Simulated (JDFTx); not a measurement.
SnTe:

```
Te Sn
1.0
     0.00000    3.15085    3.15085
     3.15085    0.00000    3.15085
     3.15085    3.15085    0.00000
Te Sn
1 1
Cartesian
  3.1509 3.1509 3.1509
  0.0000 0.0000 0.0000
```

Base run:

| Item | Value |
| --- | --- |
| Program | JDFTx 1.7.0 (patched build) |
| Functional | LDA |
| Potentials or basis | PseudoDojo-SR-LDA-0.4.1-standard |
| Cutoff | 1088 eV |
| Density cutoff | 8708 eV |
| k mesh | 7 × 7 × 7 |
| Occupations | fermi-dirac, width 0.05 eV |
| Spin | no spin polarisation |

Its results: pressure -1.6 GPa.

Task: The run is repeated on the same cell with these changes: functional from LDA to PBEsol; potentials or basis from PseudoDojo-SR-LDA-0.4.1-standard to PseudoDojo-SR-PBEsol-0.4.1-standard. What comes out?

Result: Pressure -0.3 GPa.
